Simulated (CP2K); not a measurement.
Runs of CP2K 2026.2 on Ti. Symmetry: P6/mmm, No. 191, hexagonal system. Conventional cell: a = 4.567 Å, b = 4.567 Å, c = 2.826 Å, α = 90.00°, β = 90.00°, γ = 120.00°. Ti (site symmetry -6m2) is surrounded by 11 Ti at 2.64 to 2.99 Å. Ti (site symmetry 6/mmm) is surrounded by 14 Ti at 2.83 to 2.99 Å. This isn't the form of Ti at room conditions, which is hcp.

| task | level | potentials or basis | cell | smearing | EPS_DEFAULT | NGRIDS | potentials | points a segment of the path (NPOINTS) | bands added on the path | gap on the mesh (eV) | pressure (GPa) |
| --- | --- | --- | --- | --- | --- | --- | --- | --- | --- | --- | --- |
| single point | PBEsol | POTENTIAL_UZH Ti GTH-PBE-q12; TZVP-MOLOPT-PBE-GTH basis | as given | fermi-dirac 0.05 eV | 1.0E-10 | 4 | Ti GTH-PBE-q12 of POTENTIAL_UZH | - | - | none | -3.4 |
| band structure | LDA | GTH_POTENTIALS Ti GTH-PADE-q12; TZVP-MOLOPT-PBE-GTH basis | as given | fermi-dirac 0.1 eV | 1.0E-9 | 5 | Ti GTH-PADE-q12 of GTH_POTENTIALS | 6 | 4 | none | (a) |
| single point | PBEsol | POTENTIAL_UZH Ti GTH-PBE-q12; TZVP-MOLOPT-PBE-GTH basis | atoms moved at random, drawn with an rms of 0.05 Å | fermi-dirac 0.05 eV | 1.0E-10 | 4 | Ti GTH-PBE-q12 of POTENTIAL_UZH | - | - | none | -3.4 |
| band structure | PBEsol | POTENTIAL_UZH Ti GTH-PBE-q12; TZVP-MOLOPT-PBE-GTH basis | as given | fermi-dirac 0.1 eV | 1.0E-10 | 5 | Ti GTH-PBE-q12 of POTENTIAL_UZH | 6 | 4 | none | -3.3 |

Alike in all rows: no spin polarisation; k mesh 7 × 7 × 9.

Question: Fill in the values left out.

Answer: (a) -7.6.

Caveats: the basis of atomic orbitals isn't converged, which shifts pressures, moduli and gaps; the potentials were made for another functional, which shifts forces and pressure (some runs).

A gap of «none» marks a metal or a gap under the smearing width.
